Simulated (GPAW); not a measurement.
**FeS2 (Marcasite): parallel, opposed and spinless runs**

Wanted: the moments of FeS2 (Marcasite) and the energy of each order that was tried.

Program: GPAW 26.7.0. Level of theory: PBE with U = 4.5 eV on Fe d; plane waves with GPAW's PAW setups, scalar-relativistic. Results are calculated unless marked as measured.

This is a report of a sequence of runs, with most program output left out.

**1. The starting structure**

The structure is orthorhombic, space group Pnnm (No. 58). The conventional cell has a = 4.445 Å, b = 5.425 Å, c = 3.386 Å, α = 90.00°, β = 90.00°, γ = 90.00°. Fe has 6 S at 2.24 to 2.25 Å nearest. S has 1 S at 2.21 Å and 3 Fe at 2.24 to 2.25 Å nearest. Farther neighbours and most contacts between anions are not listed.

As a file:

```cif
data_structure
_symmetry_space_group_name_H-M 'P 1'
_symmetry_Int_Tables_number 1
_cell_length_a 4.4446
_cell_length_b 5.4246
_cell_length_c 3.3864
_cell_angle_alpha 90.000
_cell_angle_beta 90.000
_cell_angle_gamma 90.000
_cell_volume 81.65
loop_
_atom_site_label
_atom_site_type_symbol
_atom_site_fract_x
_atom_site_fract_y
_atom_site_fract_z
_atom_site_occupancy
Fe1 Fe 0.00000 0.00000 0.00000 1
Fe2 Fe 0.50000 0.50000 0.50000 1
S3 S 0.20040 0.37870 0.00000 1
S4 S 0.79960 0.62130 0.00000 1
S5 S 0.70040 0.12130 0.50000 1
S6 S 0.29960 0.87870 0.50000 1
```

**2. Run 1 (ferro ++)**

The parallel start comes first: it fits the smallest cell, keeps the most symmetry and shows whether parallel moments form. A Hubbard U of customary size acts on the open shell; it was not fitted to this crystal.

order1.py

```python
import json
import numpy as np
from ase import Atoms
from ase.parallel import paropen, parprint
from gpaw import GPAW

atoms = Atoms(['Fe', 'Fe', 'S', 'S', 'S', 'S'],
    cell=[[4.4446, 0.0, 0.0],
         [0.0, 5.4246, 0.0],
         [0.0, 0.0, 3.3864]],
    scaled_positions=[[0.0, 0.0, 0.0],
         [0.5, 0.5, 0.5],
         [0.2004, 0.3787, 0.0],
         [0.7996, 0.6213, 0.0],
         [0.7004, 0.1213, 0.5],
         [0.2996, 0.8787, 0.5]],
    pbc=True,
    magmoms=[4.0, 4.0, 0.0, 0.0, 0.0, 0.0])
atoms.calc = GPAW(mode={'name': 'pw', 'ecut': 550},
    xc='PBE',
    kpts={'size': (6, 4, 8), 'gamma': True},
    occupations={'name': 'fermi-dirac', 'width': 0.05},
    convergence={'density': 1e-05, 'energy': 1e-05},
    maxiter=200,
    setups={'Fe': ':d,4.5'},
    symmetry={'tolerance': 1e-4},
    txt='order1.txt')
e = atoms.get_potential_energy(force_consistent=True)
res = {'free_energy': e, 'energy_sigma0': atoms.get_potential_energy(), 'fermi_energy': atoms.calc.get_fermi_level()}
res['moments'] = atoms.get_magnetic_moments().tolist()
res['total'] = atoms.get_magnetic_moment()
parprint('site moments (muB):', np.round(res['moments'], 3))
parprint(f"total moment: {res['total']:.3f} muB")
parprint(f'free energy: {e:.6f} eV')
atoms.calc.write('order1.gpw')
with paropen('results.json', 'w') as f:
    json.dump(res, f)
```

Launch:

```bash
> OMP_NUM_THREADS=1 mpirun -n 4 gpaw python order1.py > order1.log
```

The job ended after 1.9 min (4 MPI ranks of Arm Neoverse V1, shared host; peak memory 0.95 GiB).

Spin moment in the augmentation sphere by atom:

```
atom  spin moment in the augmentation sphere (μB)
 Fe1                                         3.16
 Fe2                                         3.16
  S3                                        -0.01
  S4                                        -0.01
  S5                                        -0.01
  S6                                        -0.01
```

Numbers from this step:

* magnetization: 6.501 μB
* final state: ferromagnetic

After 23 cycles the largest moment stands at 3.16 μB.

**3. Run 2 (antiferro q=(1/2,0,0) +-+-)**

Another pattern of signs weighs the neighbour shells otherwise.

This order needs a doubled cell of 12 atoms. Its mesh is chosen so that both cells sample the same points.

order2.py

```python
import json
import numpy as np
from ase import Atoms
from ase.parallel import paropen, parprint
from gpaw import GPAW

atoms = Atoms(['Fe', 'Fe', 'Fe', 'Fe', 'S', 'S', 'S', 'S', 'S', 'S', 'S', 'S'],
    cell=[[8.8892, 0.0, 0.0],
         [0.0, 5.4246, 0.0],
         [0.0, 0.0, 3.3864]],
    scaled_positions=[[0.0, 0.0, 0.0],
         [0.5, 0.0, 0.0],
         [0.25, 0.5, 0.5],
         [0.75, 0.5, 0.5],
         [0.1002, 0.3787, 0.0],
         [0.6002, 0.3787, 0.0],
         [0.3998, 0.6213, 0.0],
         [0.8998, 0.6213, 0.0],
         [0.3502, 0.1213, 0.5],
         [0.8502, 0.1213, 0.5],
         [0.1498, 0.8787, 0.5],
         [0.6498, 0.8787, 0.5]],
    pbc=True,
    magmoms=[4.0, -4.0, 4.0, -4.0, 0.0, 0.0, 0.0, 0.0, 0.0, 0.0, 0.0, 0.0])
atoms.calc = GPAW(mode={'name': 'pw', 'ecut': 550},
    xc='PBE',
    kpts={'size': (3, 4, 8), 'gamma': True},
    occupations={'name': 'fermi-dirac', 'width': 0.05},
    convergence={'density': 1e-05, 'energy': 1e-05},
    maxiter=200,
    setups={'Fe': ':d,4.5'},
    symmetry={'tolerance': 1e-4},
    txt='order2.txt')
e = atoms.get_potential_energy(force_consistent=True)
res = {'free_energy': e, 'energy_sigma0': atoms.get_potential_energy(), 'fermi_energy': atoms.calc.get_fermi_level()}
res['moments'] = atoms.get_magnetic_moments().tolist()
res['total'] = atoms.get_magnetic_moment()
parprint('site moments (muB):', np.round(res['moments'], 3))
parprint(f"total moment: {res['total']:.3f} muB")
parprint(f'free energy: {e:.6f} eV')
atoms.calc.write('order2.gpw')
with paropen('results.json', 'w') as f:
    json.dump(res, f)
```

Launch:

```bash
> OMP_NUM_THREADS=1 mpirun -n 4 gpaw python order2.py > order2.log
```

Run time: 4.9 min. Hardware: 4 MPI ranks; peak memory 1.2 GiB; 19 min of CPU time.

Spin moment in the augmentation sphere by atom:

```
atom  spin moment in the augmentation sphere (μB)
 Fe1                                         3.16
 Fe2                                        -3.16
 Fe3                                         3.16
 Fe4                                        -3.16
  S5                                         0.03
  S6                                        -0.03
  S7                                         0.05
  S8                                        -0.05
  S9                                        -0.05
 S10                                         0.05
 S11                                         0.03
 S12                                        -0.03
```

Read from the output:

| Quantity | Value |
| --- | --- |
| magnetization | 0 μB |
| final state | antiferromagnetic |

It lies 34.2 meV a seeded atom under the first start, and its largest moment is 3.16 μB against 3.16 μB.

**4. Start 3: antiferro +-**

order3.py

```python
import json
import numpy as np
from ase import Atoms
from ase.parallel import paropen, parprint
from gpaw import GPAW

atoms = Atoms(['Fe', 'Fe', 'S', 'S', 'S', 'S'],
    cell=[[4.4446, 0.0, 0.0],
         [0.0, 5.4246, 0.0],
         [0.0, 0.0, 3.3864]],
    scaled_positions=[[0.0, 0.0, 0.0],
         [0.5, 0.5, 0.5],
         [0.2004, 0.3787, 0.0],
         [0.7996, 0.6213, 0.0],
         [0.7004, 0.1213, 0.5],
         [0.2996, 0.8787, 0.5]],
    pbc=True,
    magmoms=[4.0, -4.0, 0.0, 0.0, 0.0, 0.0])
atoms.calc = GPAW(mode={'name': 'pw', 'ecut': 550},
    xc='PBE',
    kpts={'size': (6, 4, 8), 'gamma': True},
    occupations={'name': 'fermi-dirac', 'width': 0.05},
    convergence={'density': 1e-05, 'energy': 1e-05},
    maxiter=200,
    setups={'Fe': ':d,4.5'},
    symmetry={'tolerance': 1e-4},
    txt='order3.txt')
e = atoms.get_potential_energy(force_consistent=True)
res = {'free_energy': e, 'energy_sigma0': atoms.get_potential_energy(), 'fermi_energy': atoms.calc.get_fermi_level()}
res['moments'] = atoms.get_magnetic_moments().tolist()
res['total'] = atoms.get_magnetic_moment()
parprint('site moments (muB):', np.round(res['moments'], 3))
parprint(f"total moment: {res['total']:.3f} muB")
parprint(f'free energy: {e:.6f} eV')
atoms.calc.write('order3.gpw')
with paropen('results.json', 'w') as f:
    json.dump(res, f)
```

Launch:

```bash
> OMP_NUM_THREADS=1 mpirun -n 4 gpaw python order3.py > order3.log
```

It took 92 s on 4 MPI ranks; peak memory 0.92 GiB.

Spin moment in the augmentation sphere by atom:

```
atom  spin moment in the augmentation sphere (μB)
 Fe1                                         3.13
 Fe2                                        -3.13
  S3                                         0.00
  S4                                         0.00
  S5                                         0.00
  S6                                         0.00
```

Read from the output:

```yaml
magnetization: 0 μB
final_state: antiferromagnetic
```

It lies 246 meV a seeded atom under the first start, and its largest moment is 3.13 μB against 3.16 μB.

**5. Run 4 (antiferro q=(0,1/2,0) +-+-)**

The cell is doubled to 12 atoms to hold this order. Its mesh is chosen so that both cells sample the same points.

order4.py

```python
import json
import numpy as np
from ase import Atoms
from ase.parallel import paropen, parprint
from gpaw import GPAW

atoms = Atoms(['Fe', 'Fe', 'Fe', 'Fe', 'S', 'S', 'S', 'S', 'S', 'S', 'S', 'S'],
    cell=[[4.4446, 0.0, 0.0],
         [0.0, 10.8492, 0.0],
         [0.0, 0.0, 3.3864]],
    scaled_positions=[[0.0, 0.0, 0.0],
         [0.0, 0.5, 0.0],
         [0.5, 0.25, 0.5],
         [0.5, 0.75, 0.5],
         [0.2004, 0.18935, 0.0],
         [0.2004, 0.68935, 0.0],
         [0.7996, 0.31065, 0.0],
         [0.7996, 0.81065, 0.0],
         [0.7004, 0.06065, 0.5],
         [0.7004, 0.56065, 0.5],
         [0.2996, 0.43935, 0.5],
         [0.2996, 0.93935, 0.5]],
    pbc=True,
    magmoms=[4.0, -4.0, 4.0, -4.0, 0.0, 0.0, 0.0, 0.0, 0.0, 0.0, 0.0, 0.0])
atoms.calc = GPAW(mode={'name': 'pw', 'ecut': 550},
    xc='PBE',
    kpts={'size': (6, 2, 8), 'gamma': True},
    occupations={'name': 'fermi-dirac', 'width': 0.05},
    convergence={'density': 1e-05, 'energy': 1e-05},
    maxiter=200,
    setups={'Fe': ':d,4.5'},
    symmetry={'tolerance': 1e-4},
    txt='order4.txt')
e = atoms.get_potential_energy(force_consistent=True)
res = {'free_energy': e, 'energy_sigma0': atoms.get_potential_energy(), 'fermi_energy': atoms.calc.get_fermi_level()}
res['moments'] = atoms.get_magnetic_moments().tolist()
res['total'] = atoms.get_magnetic_moment()
parprint('site moments (muB):', np.round(res['moments'], 3))
parprint(f"total moment: {res['total']:.3f} muB")
parprint(f'free energy: {e:.6f} eV')
atoms.calc.write('order4.gpw')
with paropen('results.json', 'w') as f:
    json.dump(res, f)
```

Launch:

```bash
> OMP_NUM_THREADS=1 mpirun -n 4 gpaw python order4.py > order4.log
```

It took 4 min on 4 MPI ranks; peak memory 1.3 GiB; 16 min of CPU time.

Read from the output:

| Quantity | Value |
| --- | --- |
| magnetization | 0 μB |
| final state | antiferromagnetic |
| largest moment | 3.141 μB |

It lies 127 meV a seeded atom under the first start, and its largest moment is 3.14 μB against 3.16 μB.

**6. Start 5: no spin polarisation**

This run holds no moments, which gives a state to set the others against.

nospin.py

```python
import json
import numpy as np
from ase import Atoms
from ase.parallel import paropen, parprint
from gpaw import GPAW

atoms = Atoms(['Fe', 'Fe', 'S', 'S', 'S', 'S'],
    cell=[[4.4446, 0.0, 0.0],
         [0.0, 5.4246, 0.0],
         [0.0, 0.0, 3.3864]],
    scaled_positions=[[0.0, 0.0, 0.0],
         [0.5, 0.5, 0.5],
         [0.2004, 0.3787, 0.0],
         [0.7996, 0.6213, 0.0],
         [0.7004, 0.1213, 0.5],
         [0.2996, 0.8787, 0.5]],
    pbc=True)
atoms.calc = GPAW(mode={'name': 'pw', 'ecut': 550},
    xc='PBE',
    kpts={'size': (6, 4, 8), 'gamma': True},
    occupations={'name': 'fermi-dirac', 'width': 0.05},
    convergence={'density': 1e-05, 'energy': 1e-05},
    maxiter=200,
    setups={'Fe': ':d,4.5'},
    symmetry={'tolerance': 1e-4},
    txt='nospin.txt')
e = atoms.get_potential_energy(force_consistent=True)
res = {'free_energy': e, 'energy_sigma0': atoms.get_potential_energy(), 'fermi_energy': atoms.calc.get_fermi_level()}
parprint(f'free energy: {e:.6f} eV')
atoms.calc.write('nospin.gpw')
with paropen('results.json', 'w') as f:
    json.dump(res, f)
```

Launch:

```bash
> OMP_NUM_THREADS=1 mpirun -n 4 gpaw python nospin.py > nospin.log
```

The job ended after 34 s (4 MPI ranks; peak memory 0.79 GiB; 2.3 min of CPU time).

Numbers from this step:

```
final state : non-magnetic (no spin polarisation)
```

It lies 404 meV a seeded atom under the first start.

**7. The states side by side**

These are free energies at a smearing of 0.05 eV, so its entropy term is in the differences. They are divided by the number of seeded atoms, so that cells of unlike size compare. Wavevectors q in the names are fractions of the reciprocal vectors of the first run's cell.

Orders:

```
                     start        final state  typed order kept  energy over the lowest (meV a seeded atom)  largest site moment (μB)  net moment (μB a primitive cell)  mesh matched  CPU time (s)
                  ferro ++      ferromagnetic               yes                                       404.1                     3.163                             6.501           yes         455.8
antiferro q=(1/2,0,0) +-+-  antiferromagnetic               yes                                       369.9                     3.156                                 0           yes          1160
              antiferro +-  antiferromagnetic               yes                                       158.5                     3.134                                 0           yes         364.6
antiferro q=(0,1/2,0) +-+-  antiferromagnetic               yes                                       277.2                     3.141                                 0           yes         944.1
      no spin polarisation       non-magnetic                 -                                           0                         0                                 0           yes         136.2
```

**8. Results**

| Item | Value |
| --- | --- |
| lowest state found | non-magnetic (typed no spin polarisation) |
| largest site moment | 0 μB |
| next state | antiferromagnetic, 159 meV a seeded atom higher |

In words: The lowest state carries no moment above 0.15 μB; states with moments lie higher. The next state costs 159 meV a seeded atom. This is the lowest of 5 finished starts, no proof of the ground state.

[Logs and program files are shortened in this print: banners, set-up blocks, solver, clock and traceback lines can be left out without a mark of their own.]

[Logs are printed without paths, hosts, clocks, repeated set-up lines and the standing remarks that a program may print on its own settings, such as how far it seeks lower states.]

[Hosts, paths, dates, database ids (printed as entryN), source tags and the programs' standing remarks are cut or masked in the printed files.]

[Where a cell is said to come from a database of computed structures, the database is the Materials Project.]
